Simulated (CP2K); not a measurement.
Runs of CP2K 2026.2 on La2O3. It takes space group P-62m (No. 189, hexagonal). The conventional cell has a = 6.267 Å, b = 6.267 Å, c = 3.300 Å, α = 90.00°, β = 90.00°, γ = 120.00°. La (site symmetry -6) has 6 O at 2.45 Å as nearest neighbours. O (site symmetry m2m) is surrounded by 4 La at 2.45 Å. The cell comes from a database or a generator and needn't be the stable form of this composition.

```tsv
level	U	PLUS_U_METHOD	gap on the mesh (eV)	largest force (eV/Å)
PBEsol+U	La f U = 2.0 eV	MULLIKEN	(b)	0.01
PBEsol+U	La f U = 8.0 eV	MULLIKEN	1.25	0.01
PBEsol+U	La f U = 6.0 eV	MULLIKEN	1.27	0.01
PBEsol	-	-	(a)	0.01
PBEsol+U	La f U = 4.0 eV	MULLIKEN	1.28	0.01
```

Alike in all rows: task single point; potentials or basis GTH_POTENTIALS La GTH-PBE-q11, O GTH-PBE-q6; DZVP-MOLOPT-SR-GTH basis; no spin polarisation; cell as given; k mesh 4 × 4 × 6; smearing fermi-dirac 0.05 eV.

Fill in the values left out.

(a) 1.33; (b) 1.30.

Caveats: the potentials were made for another functional, which shifts forces and pressure; spin-orbit coupling is left out, which moves the levels of the heavy elements; the basis of atomic orbitals isn't converged, which shifts pressures, moduli and gaps; this program's U acts on Mulliken populations of all basis functions of the shell, so it isn't the U of plane-wave codes (some runs); energies scatter by some meV and the pressure isn't listed (some runs).

A k mesh can miss the band edges, and the runs leave out spin-orbit coupling on La.
